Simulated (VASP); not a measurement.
**RbCl in VASP: one cell, several levels of theory**

What does VASP give for RbCl (rocksalt), under -1.5 % strain along [111] alone, the cell held fixed? Runs: PBE, r2SCAN.

Program: VASP 6.6.1. PAW datasets, plane waves. Spin-unpolarised throughout; all numbers are computed.

## (1) The system as given

The cell comes from an earlier relaxation with r2SCAN in another program, then strained, with the atoms relaxed again.

Space group R-3m (No. 166), trigonal; conventional cell a = 4.675 Å, c = 11.280 Å, 35.59 Å³ an atom. Rb has 6 Cl at 3.29 Å; Cl has 6 Rb at 3.29 Å.

As a file:

```
CELL_PARAMETERS angstrom
-0.03306 3.27275 3.27275
3.27275 -0.03306 3.27275
3.27275 3.27275 -0.03306
ATOMIC_POSITIONS crystal
Rb 0.00000 0.00000 0.00000
Cl 0.50000 0.50000 0.50000
```

## (2) Single point with PBE

Contents of INCAR:

```
ENCUT = 520.000000
SIGMA = 0.020000
EDIFF = 1.00e-07
GGA = PE
PREC = Accurate
IBRION = -1
ISIF = 2
ISMEAR = -1
NBANDS = 15
NELM = 120
NSW = 0
LASPH = .TRUE.
LCHARG = .FALSE.
LWAVE = .FALSE.
LREAL = .FALSE.
```

Contents of KPOINTS:

```
KPOINTS created by Atomic Simulation Environment
0
Gamma
6 6 6
0 0 0
```

Contents of KPOINTS_OPT:

```
special points
6
Reciprocal
0.0000000000 0.0000000000 0.0000000000 1
0.5000000000 0.0000000000 0.5000000000 1
0.6250000000 0.2500000000 0.6250000000 1
0.3750000000 0.3750000000 0.7500000000 1
0.5000000000 0.5000000000 0.5000000000 1
0.5000000000 0.2500000000 0.7500000000 1
```

Contents of POSCAR:

```
Rb Cl
 1.0000000000000000
    -0.0330581282000000    3.2727546904000002    3.2727546904000002
     3.2727546904000002   -0.0330581282000000    3.2727546904000002
     3.2727546904000002    3.2727546904000002   -0.0330581282000000
 Rb  Cl
   1   1
Cartesian
  0.0000000000000000  0.0000000000000000  0.0000000000000000
  3.2562256263000000  3.2562256263000000  3.2562256263000000
```

The run uses the recommended PBE PAW datasets (16 valence electrons a neutral cell).

Command:

```
$ mpirun -np 1 vasp_std
```

Printed to the terminal (iteration lines stand in OSZICAR):

```text
POSCAR found type information on POSCAR RbCl
 POSCAR found :  2 types and       2 ions
 LDA part: xc-table for (Slater+PW92), standard interpolation
 POSCAR, INCAR and KPOINTS ok, starting setup
 FFT: planning ... GRIDC
 FFT: planning ... GRID_SOFT
 FFT: planning ... GRID
 WAVECAR not read
 entering main loop
 Start KPOINTS_OPT (optional k-point list driver)
k-point batch [1-6\6]
```

OSZICAR:

```text
N       E                     dE             d eps       ncg     rms          rms(c)
DAV:   1     0.809954389829E+02    0.80995E+02   -0.68986E+03   960   0.929E+02
DAV:   2    -0.167153912075E+01   -0.82667E+02   -0.75136E+02  1359   0.165E+02
DAV:   3    -0.690140176073E+01   -0.52299E+01   -0.52033E+01  1298   0.429E+01
DAV:   4    -0.702565549809E+01   -0.12425E+00   -0.12423E+00  1430   0.649E+00
DAV:   5    -0.702643528104E+01   -0.77978E-03   -0.77978E-03  1348   0.498E-01    0.318E+00
DAV:   6    -0.667074766475E+01    0.35569E+00   -0.49383E-01  1198   0.345E+00    0.244E+00
DAV:   7    -0.664861769450E+01    0.22130E-01   -0.11964E-01  1317   0.184E+00    0.145E+00
DAV:   8    -0.666260444501E+01   -0.13987E-01   -0.17183E-02  1180   0.806E-01    0.167E-01
DAV:   9    -0.666373186703E+01   -0.11274E-02   -0.13742E-03  1233   0.202E-01    0.101E-01
DAV:  10    -0.666433410371E+01   -0.60224E-03   -0.53355E-04  1058   0.144E-01    0.148E-02
DAV:  11    -0.666435056012E+01   -0.16456E-04   -0.23676E-05  1248   0.316E-02    0.105E-02
DAV:  12    -0.666435666376E+01   -0.61036E-05   -0.12187E-05  1058   0.208E-02    0.340E-03
DAV:  13    -0.666435669423E+01   -0.30472E-07   -0.23967E-07  1346   0.319E-03
   1 F= -.66643567E+01 E0= -.66643567E+01  d E =-.109893E-12
       N       E                     dE             ncg
DAV:   1     0.326765133002E+03   -0.26394E+04      180
DAV:   2    -0.144959528931E+03   -0.47172E+03      273
DAV:   3    -0.173525740575E+03   -0.28566E+02      236
DAV:   4    -0.174335081008E+03   -0.80934E+00      255
DAV:   5    -0.174346086576E+03   -0.11006E-01      258
DAV:   6    -0.174346306052E+03   -0.21948E-03      255
DAV:   7    -0.174346307312E+03   -0.12605E-05      258
DAV:   8    -0.174346307334E+03   -0.21263E-07      162
```

The lines after F= are the extra pass for the points of KPOINTS_OPT, at fixed density; their E is not a total energy.

OUTCAR, selected sections:

```text
k-points           NKPTS =     32   k-points in BZ     NKDIM =     32   number of bands    NBANDS=     15

   NELECT =      16.0000    total number of electrons

   dimension x,y,z NGX =    36 NGY =   36 NGZ =   36
   dimension x,y,z NGXF=    72 NGYF=   72 NGZF=   72

  energy-cutoff  :      520.00
  volume of cell :       71.17
      direct lattice vectors                 reciprocal lattice vectors
    -0.033058128  3.272754690  3.272754690    -0.150480973  0.152016493  0.152016493
     3.272754690 -0.033058128  3.272754690     0.152016493 -0.150480973  0.152016493
     3.272754690  3.272754690 -0.033058128     0.152016493  0.152016493 -0.150480973

 k-points in reciprocal lattice and weights: KPOINTS created by Atomic Simulation Env
   0.00000000  0.00000000  0.00000000       0.005
   0.16666667  0.00000000  0.00000000       0.028
   0.33333333  0.00000000 -0.00000000       0.028
   0.50000000 -0.00000000 -0.00000000       0.014
   0.16666667  0.16666667  0.00000000       0.028
   0.33333333  0.16666667  0.00000000       0.056
   0.50000000  0.16666667  0.00000000       0.056
  -0.33333333  0.16666667 -0.00000000       0.056
[... 24 more k-points ...]

 E-fermi :  -1.3462

 k-point     1 :       0.0000    0.0000    0.0000
  band No.  band energies     occupation
      1     -25.7931      2.00000
      2     -13.8718      2.00000
      3      -9.8423      2.00000
      4      -9.8423      2.00000
      5      -9.8408      2.00000
      6      -1.8788      2.00000
      7      -1.8788      2.00000
      8      -1.8601      2.00000
      9       3.1283      0.00000
     10       6.0802      0.00000
     11       6.0802      0.00000
     12       6.2064      0.00000
     13       7.1073      0.00000
     14       7.1073      0.00000
     15      10.2405      0.00000

 k-point     2 :       0.1667    0.0000    0.0000
  band No.  band energies     occupation
      1     -25.7891      2.00000
      2     -13.8881      2.00000
      3      -9.8447      2.00000
      4      -9.8447      2.00000
      5      -9.8342      2.00000
      6      -2.1323      2.00000
      7      -1.9684      2.00000
      8      -1.9498      2.00000
      9       3.7458      0.00000
     10       5.9352      0.00000
     11       6.4209      0.00000
     12       6.5365      0.00000
     13       7.5116      0.00000
     14       7.5173      0.00000
     15      11.2791      0.00000

 k-point     3 :       0.3333    0.0000   -0.0000
  band No.  band energies     occupation
      1     -25.7813      2.00000
      2     -13.9203      2.00000
      3      -9.8523      2.00000
      4      -9.8493      2.00000
      5      -9.8184      2.00000
      6      -2.5552      2.00000
      7      -2.1378      2.00000
      8      -2.1153      2.00000
      9       5.0785      0.00000
     10       5.9380      0.00000
     11       7.3597      0.00000
     12       7.4829      0.00000
     13       8.5366      0.00000
     14       8.5627      0.00000
     15      10.9629      0.00000

 k-point     4 :       0.5000   -0.0000   -0.0000
  band No.  band energies     occupation
      1     -25.7773      2.00000
      2     -13.9362      2.00000
      3      -9.8560      2.00000
      4      -9.8516      2.00000
      5      -9.8107      2.00000
      6      -2.7377      2.00000
      7      -2.2181      2.00000
      8      -2.1937      2.00000
      9       5.8790      0.00000
     10       6.0899      0.00000
     11       8.2110      0.00000
     12       8.3347      0.00000
     13       9.4522      0.00000
     14       9.5658      0.00000
     15      10.1408      0.00000

 k-point     5 :       0.1667    0.1667    0.0000
  band No.  band energies     occupation
      1     -25.7878      2.00000
      2     -13.8849      2.00000
      3      -9.8679      2.00000
      4      -9.8661      2.00000
      5      -9.8196      2.00000
      6      -2.2500      2.00000
      7      -1.9188      2.00000
      8      -1.9051      2.00000
      9       3.8539      0.00000
     10       5.4765      0.00000
     11       6.7877      0.00000
     12       6.8689      0.00000
     13       7.3332      0.00000
     14       7.8905      0.00000
     15      11.5810      0.00000

[... the tables of k-points 6 to 32 left out ...]

  Total        0.3956856      0.3956856      0.3956856      0.0206453      0.0206453      0.0206453
  in kB        8.9075827      8.9075827      8.9075827      0.4647626      0.4647626      0.4647626
  external PRESSURE =       8.9075827 kB  Pullay stress =       0.0000000 kB

 POSITION                                       TOTAL-FORCE (eV/Angst)
 -----------------------------------------------------------------------------------
      0.00000      0.00000      0.00000        -0.000000      0.000000     -0.000000
      3.25623      3.25623      3.25623         0.000000     -0.000000      0.000000
 -----------------------------------------------------------------------------------
    total drift:                                0.000000      0.000000      0.000000

  FREE ENERGIE OF THE ION-ELECTRON SYSTEM (eV)
  ---------------------------------------------------
  free  energy   TOTEN  =        -6.6643566942 eV

  energy  without entropy=       -6.6643566942  energy(sigma->0) =       -6.66435669
```

Run time: 36 s. Hardware: 1 MPI rank of Intel Xeon Platinum 8488C, shared host; peak memory 0.21 GiB.

The levels at the points of KPOINTS_OPT are read from vasprun.xml.

Band energies at the special points (eV, zero at the top of v, the last band that the electrons fill by count):

| point | v−1 | v | c | c+1 |
| --- | --- | --- | --- | --- |
| Γ | -0.02 | 0.00 | 4.99 | 7.94 |
| X | -0.12 | -0.11 | 6.19 | 8.06 |
| U | -0.30 | -0.25 | 6.95 | 8.69 |
| K | -0.30 | -0.25 | 6.95 | 8.69 |
| L | -0.37 | -0.37 | 7.75 | 8.01 |
| W | -0.26 | -0.25 | 7.66 | 7.67 |

The PBE gap is 4.99 eV, direct at Γ. The pressure is 0.89 GPa; the forces vanish within 0.01 eV/Å.

## (3) Single point with r2SCAN

Contents of INCAR:

```
ENCUT = 520.000000
SIGMA = 0.010000
EDIFF = 1.00e-07
ALGO = Normal
METAGGA = R2SCAN
PREC = Accurate
IBRION = -1
ISIF = 2
ISMEAR = 0
NBANDS = 15
NELM = 120
NSW = 0
LASPH = .TRUE.
LCHARG = .FALSE.
LWAVE = .FALSE.
LREAL = .FALSE.
```

KPOINTS is that of step 2.

KPOINTS_OPT is that of step 2.

POSCAR is that of step 2.

Command:

```
$ mpirun -np 1 vasp_std
```

Standard output, without the iteration lines:

```text
POSCAR found type information on POSCAR RbCl
 POSCAR found :  2 types and       2 ions
 -----------------------------------------------------------------------------
|                                                                             |
|                                                                             |
|     You enforced a specific xc type in the INCAR file but a different       |
|     I HOPE YOU KNOW WHAT YOU ARE DOING!                                     |
|                                                                             |
 -----------------------------------------------------------------------------

 LDA part: xc-table for (None), standard interpolation
 POSCAR, INCAR and KPOINTS ok, starting setup
 FFT: planning ... GRIDC
 FFT: planning ... GRID_SOFT
 FFT: planning ... GRID
 WAVECAR not read
 entering main loop
 Start KPOINTS_OPT (optional k-point list driver)
k-point batch [1-6\6]
```

OSZICAR:

```text
N       E                     dE             d eps       ncg     rms          rms(c)
DAV:   1     0.599954558668E+02    0.59995E+02   -0.70300E+03   960   0.951E+02
DAV:   2    -0.238874899948E+02   -0.83883E+02   -0.76123E+02  1373   0.169E+02
DAV:   3    -0.292506919101E+02   -0.53632E+01   -0.53328E+01  1270   0.442E+01
DAV:   4    -0.293902013906E+02   -0.13951E+00   -0.13945E+00  1427   0.685E+00
DAV:   5    -0.293918321308E+02   -0.16307E-02   -0.16307E-02  1351   0.634E-01    0.279E+00
DAV:   6    -0.244083296881E+02    0.49835E+01   -0.11706E+00  1559   0.710E+00    0.268E+00
DAV:   7    -0.243643794166E+02    0.43950E-01   -0.24869E-01  1268   0.285E+00    0.147E+00
DAV:   8    -0.243767560628E+02   -0.12377E-01   -0.17639E-02  1149   0.941E-01    0.582E-01
DAV:   9    -0.243829605931E+02   -0.62045E-02   -0.88240E-03  1135   0.694E-01    0.160E-01
DAV:  10    -0.243836706420E+02   -0.71005E-03   -0.94911E-04  1282   0.204E-01    0.510E-02
DAV:  11    -0.243838020846E+02   -0.13144E-03   -0.16979E-04  1079   0.107E-01    0.156E-02
DAV:  12    -0.243838042296E+02   -0.21450E-05   -0.78957E-06  1338   0.216E-02    0.826E-03
DAV:  13    -0.243838045916E+02   -0.36200E-06   -0.16681E-06  1100   0.107E-02    0.874E-04
DAV:  14    -0.243838045040E+02    0.87569E-07   -0.10841E-07  1304   0.256E-03
   1 F= -.24383805E+02 E0= -.24383805E+02  d E =-.479262E-12
       N       E                     dE             ncg
DAV:   1     0.285557080544E+03   -0.26806E+04      180
DAV:   2    -0.204425812979E+03   -0.48998E+03      258
DAV:   3    -0.234728815813E+03   -0.30303E+02      243
DAV:   4    -0.235663854299E+03   -0.93504E+00      254
DAV:   5    -0.235692362158E+03   -0.28508E-01      266
DAV:   6    -0.235692554498E+03   -0.19234E-03      261
DAV:   7    -0.235692556642E+03   -0.21443E-05      266
DAV:   8    -0.235692556666E+03   -0.24280E-07      176
```

From OUTCAR:

```text
k-points           NKPTS =     32   k-points in BZ     NKDIM =     32   number of bands    NBANDS=     15

   NELECT =      16.0000    total number of electrons

   dimension x,y,z NGX =    36 NGY =   36 NGZ =   36
   dimension x,y,z NGXF=    72 NGYF=   72 NGZF=   72

  energy-cutoff  :      520.00
  volume of cell :       71.17
      direct lattice vectors                 reciprocal lattice vectors
    -0.033058128  3.272754690  3.272754690    -0.150480973  0.152016493  0.152016493
     3.272754690 -0.033058128  3.272754690     0.152016493 -0.150480973  0.152016493
     3.272754690  3.272754690 -0.033058128     0.152016493  0.152016493 -0.150480973

 k-points in reciprocal lattice and weights: KPOINTS created by Atomic Simulation Env
   0.00000000  0.00000000  0.00000000       0.005
   0.16666667  0.00000000  0.00000000       0.028
   0.33333333  0.00000000 -0.00000000       0.028
   0.50000000 -0.00000000 -0.00000000       0.014
   0.16666667  0.16666667  0.00000000       0.028
   0.33333333  0.16666667  0.00000000       0.056
   0.50000000  0.16666667  0.00000000       0.056
  -0.33333333  0.16666667 -0.00000000       0.056
[... 24 more k-points ...]

 E-fermi :  -2.2366

 k-point     1 :       0.0000    0.0000    0.0000
  band No.  band energies     occupation
      1     -26.9271      2.00000
      2     -14.8394      2.00000
      3     -10.4300      2.00000
      4     -10.4300      2.00000
      5     -10.4292      2.00000
      6      -2.2976      2.00000
      7      -2.2976      2.00000
      8      -2.2788      2.00000
      9       3.3126      0.00000
     10       6.2783      0.00000
     11       6.2783      0.00000
     12       6.4132      0.00000
     13       7.4975      0.00000
     14       7.4975      0.00000
     15      10.1132      0.00000

 k-point     2 :       0.1667    0.0000    0.0000
  band No.  band energies     occupation
      1     -26.9230      2.00000
      2     -14.8549      2.00000
      3     -10.4327      2.00000
      4     -10.4320      2.00000
      5     -10.4216      2.00000
      6      -2.5422      2.00000
      7      -2.3853      2.00000
      8      -2.3665      2.00000
      9       3.9262      0.00000
     10       6.0738      0.00000
     11       6.6326      0.00000
     12       6.7559      0.00000
     13       7.9131      0.00000
     14       7.9197      0.00000
     15      11.2455      0.00000

 k-point     3 :       0.3333    0.0000   -0.0000
  band No.  band energies     occupation
      1     -26.9148      2.00000
      2     -14.8857      2.00000
      3     -10.4394      2.00000
      4     -10.4357      2.00000
      5     -10.4052      2.00000
      6      -2.9588      2.00000
      7      -2.5517      2.00000
      8      -2.5292      2.00000
      9       5.2335      0.00000
     10       6.0342      0.00000
     11       7.6147      0.00000
     12       7.7465      0.00000
     13       8.9594      0.00000
     14       8.9898      0.00000
     15      11.4153      0.00000

 k-point     4 :       0.5000   -0.0000   -0.0000
  band No.  band energies     occupation
      1     -26.9107      2.00000
      2     -14.9009      2.00000
      3     -10.4428      2.00000
      4     -10.4375      2.00000
      5     -10.3972      2.00000
      6      -3.1410      2.00000
      7      -2.6310      2.00000
      8      -2.6067      2.00000
      9       5.9328      0.00000
     10       6.2311      0.00000
     11       8.5406      0.00000
     12       8.6756      0.00000
     13       9.7458      0.00000
     14       9.8676      0.00000
     15      10.7212      0.00000

 k-point     5 :       0.1667    0.1667    0.0000
  band No.  band energies     occupation
      1     -26.9216      2.00000
      2     -14.8518      2.00000
      3     -10.4555      2.00000
      4     -10.4542      2.00000
      5     -10.4065      2.00000
      6      -2.6589      2.00000
      7      -2.3373      2.00000
      8      -2.3236      2.00000
      9       4.0449      0.00000
     10       5.5944      0.00000
     11       7.0151      0.00000
     12       7.1021      0.00000
     13       7.7361      0.00000
     14       8.2882      0.00000
     15      11.5538      0.00000

[... the tables of k-points 6 to 32 left out ...]

  Total        0.1265351      0.1265351      0.1265351      0.0197101      0.0197101      0.0197101
  in kB        2.8485285      2.8485285      2.8485285      0.4437087      0.4437087      0.4437087
  external PRESSURE =       2.8485285 kB  Pullay stress =       0.0000000 kB

 POSITION                                       TOTAL-FORCE (eV/Angst)
 -----------------------------------------------------------------------------------
      0.00000      0.00000      0.00000         0.000000     -0.000000      0.000000
      3.25623      3.25623      3.25623        -0.000000      0.000000     -0.000000
 -----------------------------------------------------------------------------------
    total drift:                                0.000000      0.000000      0.000000

  FREE ENERGIE OF THE ION-ELECTRON SYSTEM (eV)
  ---------------------------------------------------
  free  energy   TOTEN  =       -24.3838045040 eV

  energy  without entropy=      -24.3838045040  energy(sigma->0) =      -24.38380450
```

It took 1.8 min on 1 MPI rank of Intel Xeon Platinum 8488C, shared host; peak memory 0.22 GiB.

The levels at the points of KPOINTS_OPT are read from vasprun.xml.

Levels at the named points, in eV from the top of band v (v: the last filled band by count, c: the next):

| point | v−1 | v | c | c+1 |
| --- | --- | --- | --- | --- |
| Γ | -0.02 | 0.00 | 5.59 | 8.56 |
| X | -0.12 | -0.11 | 6.65 | 8.90 |
| U | -0.30 | -0.24 | 7.42 | 9.20 |
| K | -0.30 | -0.24 | 7.42 | 9.20 |
| L | -0.37 | -0.37 | 8.22 | 8.57 |
| W | -0.26 | -0.25 | 8.15 | 8.15 |

r2SCAN gives a direct gap of 5.59 eV at Γ. The pressure is 0.28 GPa; the forces vanish within 0.01 eV/Å.

## (4) Results

| level | gap (eV) | pressure (GPa) |
| --- | --- | --- |
| PBE | 4.99 | 0.89 |
| r2SCAN | 5.59 | 0.28 |

What this shows: The gap runs from 4.99 eV (PBE) to 5.59 eV (r2SCAN). At this one volume the pressure spans 0.3 GPa (r2SCAN) to 0.9 GPa (PBE): PBE wants the largest cell and r2SCAN the smallest.
